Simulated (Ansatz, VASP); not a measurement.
Te in VASP and in Ansatz

```
CELL_PARAMETERS angstrom
3.13767 0.00000 0.00000
-1.56884 2.71731 0.00000
0.00000 0.00000 4.70421
ATOMIC_POSITIONS crystal
Te 0.33333 0.66667 0.25000
Te 0.66667 0.33333 0.75000
```

Change from the starting cell: volume scaled by 0.68, LAPW.

Alike in both runs: task single point; functional PBEsol; k mesh 14 × 14 × 8; occupations fermi-dirac, width 0.08 eV; no spin polarisation.

|  | VASP | Ansatz |
| --- | --- | --- |
| version | VASP 6.6.1 | Ansatz 0.2.0 |
| potentials or method | VASP PAW PBE potentials, release 64 (Te), cutoff 520 eV | all-electron LAPW, scalar-relativistic |

|  | VASP | Ansatz | Ansatz less VASP |
| --- | --- | --- | --- |
| pressure (GPa) | 38.3 | 38.0 | -0.32 |
| largest component of the traceless stress (GPa) | 0.09 | 0.02 | -0.071 |

Ansatz ran all-electron here, so the differences hold the error of VASP's frozen core and of both bases.

Caveats: so large a pressure means that the cell lies far from this level's equilibrium, or that cutoff or potentials fall short (VASP); the potentials were made for another functional, which shifts forces and pressure (VASP). The runs have no spin-orbit coupling, so splittings on Te are missing.
